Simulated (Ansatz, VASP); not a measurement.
# TiNb (Nb-Ti stack, (100) layers) in two plane-wave programs, part 2 of 2

Aim: how closely do two programs agree when they are given the same cell, functional and k mesh? Of the first pair: The structure shown is the start of the Ansatz relaxation below; VASP solves that cell, so the two are compared at the walk's first step.

VASP 6.6.1 and Ansatz 0.2.0.

So far. Step 3 (VASP: single point, PBEsol, start cell, pair 1): The run ends at a pressure of -3.04 GPa, with forces up to 1.0 eV/Å.

## (6) VASP: single point, PBEsol, relaxed cell, pair 2 (continued)

Level of this step: PBEsol; plane waves and PAW (Nb_sv, Ti_sv) (VASP).

Numbers of over 12 decimals in the logs are rounded to 6 here.

OUTCAR, selected parts (step 6):

```text
  Total       -0.1923658     -0.1923658     -0.2105025      0.0000000      0.0000000     -0.0000000
  in kB       -1.5838550     -1.5838550     -1.7331847      0.0000000      0.0000000     -0.0000000
  external PRESSURE =      -1.6336316 kB  Pullay stress =       0.0000000 kB

 POSITION                                       TOTAL-FORCE (eV/Angst)
 -----------------------------------------------------------------------------------
      0.00000      0.00000      5.45623         0.000000      0.000000      0.010786
      1.31969      1.31969      7.61040        -0.000000      0.000000     -0.010786
 -----------------------------------------------------------------------------------
    total drift:                                0.000000      0.000000      0.000663

  FREE ENERGIE OF THE ION-ELECTRON SYSTEM (eV)
  ---------------------------------------------------
  free  energy   TOTEN  =       -17.2864706064 eV

  energy  without entropy=      -17.2675147067  energy(sigma->0) =      -17.27699266

[... 1 part as in an earlier step ...]

[... 2 further parts left out ...]
[key lines of the parts left out:]
E-fermi :  -1.7443
```

The run ends at a pressure of -0.16 GPa, with forces up to 0.011 eV/Å.

## (7) Differences

The largest component of a force difference here is 11 meV/Å. Where the cell holds vacuum, a pressure given here is an average over it and none of the material.

## (8) Ansatz: relaxation, PBEsol

The two programs are compared at the cell with which this relaxation starts, whose forces are those of its first step.

The structure compared here is the start of the Ansatz relaxation; VASP solves that cell, so the two are compared at the walk's first step.

Input file input.yaml:

```yaml
crystal:
  lattice:
    - [2.6393728568, 0.0, 0.0]
    - [0.0, 2.6393728568, 0.0]
    - [0.0, 0.0, 27.9332573082]
  atoms:
    - { symbol: Nb, position: [0.0, 0.0, 0.1953309038] }
    - { symbol: Ti, position: [0.5, 0.5, 0.2724494863] }
  periodic: [true, true, false]
kpoints:
  mp_grid: { grid: [12, 12, 1] }
hamiltonian:
  xc: pbesol
scf:
  occupations: { method: gaussian, width: 0.1 }
output:
  forces: true
  stress: true
  eigenvalues: true
  write_density: true
  write_potential: true
  elf: true
  volumetric_format: npy
relax:
  adjacent_minimum: "off"
  f_tol: 0.005
  max_steps: 80
  cell: { stress_2d_tol: 0.02 }
```

Run with:

```console
$ ansatz run input.yaml --threads 4 --pin off --max-ram 16384MiB --backend cpu --events-out ev --progress --plain --runs-dir out
```

The log of the run:

```text
[...]
Crystal: 2 atoms, lattice volume = 194.591 Å³
Basis set: ecut = 420 eV, 3817 PW (Γ), exchange–correlation on 36×36×384 points (8 copies of the dense FFT grid, shifted against one another)
Bands: 17, of which v1, the nominal top of the filled ones, is band 13 counted from 1 (12 counted from 0)
Symmetry: 8 space group operations
[...]
k-points: 28 of 144
[...]
k-point 27: bands = [... 9 lower, -7.0778, -6.4745, -6.4745, -2.9361, -2.9361, -1.8875, -1.1896, 0.5223]
--- Relaxed structure (3 steps of the walk, 2 accepted, 1 SCFs on fresh bases) ---
[...]
cell:  # Å, volume = 194.6673 Å³
    - [2.639890, 0.0, 0]
    - [0.0, 2.639890, 0.0]
    - [0, 0.0, 27.9332573082]
  atoms:
    - { symbol: Nb, position: [0, 0.0, 0.195275] }
    - { symbol: Ti, position: [0.500000, 0.500000, 0.272505] }
[key lines of the parts left out:]
SCF converged after 10 iterations
Free energy (F): -6967.380516 eV
Fermi energy:    -4.456592 eV
P = ½ c Tr σ = 0.0046 N/m
```

## (9) VASP: single point, PBEsol, start cell, pair 3

The same cell, functional, mesh and smearing now go to VASP, with its own data sets.

Input file INCAR:

```
SYSTEM = TiNb
PREC = Accurate
ENCUT = 400
EDIFF = 1E-06
NELM = 120
ISMEAR = 0
SIGMA = 0.1
LREAL = .FALSE.
ALGO = Normal
GGA = PS
NBANDS = 18
LASPH = .TRUE.
LORBIT = 11
LWAVE = .FALSE.
LCHARG = .FALSE.
ISIF = 2
LDIPOL = .TRUE.
IDIPOL = 3
DIPOL = 0.5 0.5 0.234
LVHAR = .TRUE.
GGA_COMPAT = .FALSE.
NELMDL = -8
KPAR = 2
```

Input file POSCAR:

```
TiNb
1.0
    2.6393730000      0.0000000000      0.0000000000
    0.0000000000      2.6393730000      0.0000000000
    0.0000000000      0.0000000000     27.9332570000
Nb Ti
1 1
Direct
    0.0000000000      0.0000000000      0.1953308918
    0.4999998106      0.4999998106      0.2724495035
```

Input file KPOINTS:

```
Automatic mesh
0
Gamma
12 12 1
0 0 0
```

The projector-augmented-wave data sets are Nb_sv and Ti_sv (PBE family, release 64).

Run with:

```console
$ mpirun -np 2 vasp_std
```

The log of the run:

```text
[... set-up lines as in an earlier step ...]
 entering main loop
       N       E                     dE             d eps       ncg     rms          rms(c)
DAV:   1     0.183757097643E+03    0.18376E+03   -0.12687E+04  1392   0.943E+02
DAV:   2     0.583305724491E+01   -0.17792E+03   -0.17552E+03  1366   0.323E+02
DAV:   3    -0.181579820561E+02   -0.23991E+02   -0.23528E+02  1874   0.864E+01
DAV:   4    -0.198612053652E+02   -0.17032E+01   -0.16815E+01  1368   0.246E+01
[...]
DAV:  26    -0.173133998564E+02   -0.13229E-04   -0.74228E-07   726   0.250E-03    0.838E-04
DAV:  27    -0.173134033450E+02   -0.34886E-05   -0.22050E-07   676   0.198E-03    0.365E-04
DAV:  28    -0.173134039491E+02   -0.60415E-06   -0.14764E-08   528   0.851E-04
   1 F= -.17313404E+02 E0= -.17304383E+02  d E =-.180416E-01
```

OUTCAR, selected parts (step 9):

```text
  Total       -0.1520907     -0.1520907     -0.1695522      0.0000000      0.0000000      0.0000000
  in kB       -1.2522471     -1.2522471     -1.3960177      0.0000000      0.0000000      0.0000000
  external PRESSURE =      -1.3001707 kB  Pullay stress =       0.0000000 kB

 POSITION                                       TOTAL-FORCE (eV/Angst)
 -----------------------------------------------------------------------------------
      0.00000      0.00000      5.45623         0.000000      0.000000     -0.008622
      1.31969      1.31969      7.61040         0.000000     -0.000000      0.008622
 -----------------------------------------------------------------------------------
    total drift:                                0.000940      0.000940      0.000958

  FREE ENERGIE OF THE ION-ELECTRON SYSTEM (eV)
  ---------------------------------------------------
  free  energy   TOTEN  =       -17.3134039491 eV

  energy  without entropy=      -17.2953623659  energy(sigma->0) =      -17.30438316

[... 3 further parts left out ...]
[key lines of the parts left out:]
E-fermi :  -1.7816
```

The run ends at a pressure of -0.13 GPa, with forces up to 0.0086 eV/Å.

## (10) Differences

The largest component of a force difference here is 12 meV/Å. Where the cell holds vacuum, a pressure given here is an average over it and none of the material.

## (11) Outcome

| Property | Result |
| --- | --- |
| r.m.s. force difference (single point, PBEsol, start cell, pair 1) | 0.50 % of the r.m.s. force |
| r.m.s. force difference (single point, PBEsol, relaxed cell, pair 2) | 6.1 meV/Å |
| r.m.s. force difference (single point, PBEsol, start cell, pair 3) | 7.1 meV/Å |

What this shows: The r.m.s. force difference is 7.1 meV/Å (single point, PBEsol, start cell, pair 3), within the 12 meV/Å picked in this series as the mark of a large difference. 1 further pair of this series is not shown here. How closely two codes agree says nothing of how well the functional describes the real material.

[Lines on the potential files, build, host, timing and source positions are cut from VASP's logs without a mark.]

[Logs are printed without paths, hosts, clocks, repeated set-up lines and the standing remarks that a program may print on its own settings, such as how far it seeks lower states.]

[Hosts, paths, dates, database ids (printed as entryN), source tags and the programs' standing remarks are cut or masked in the printed files.]
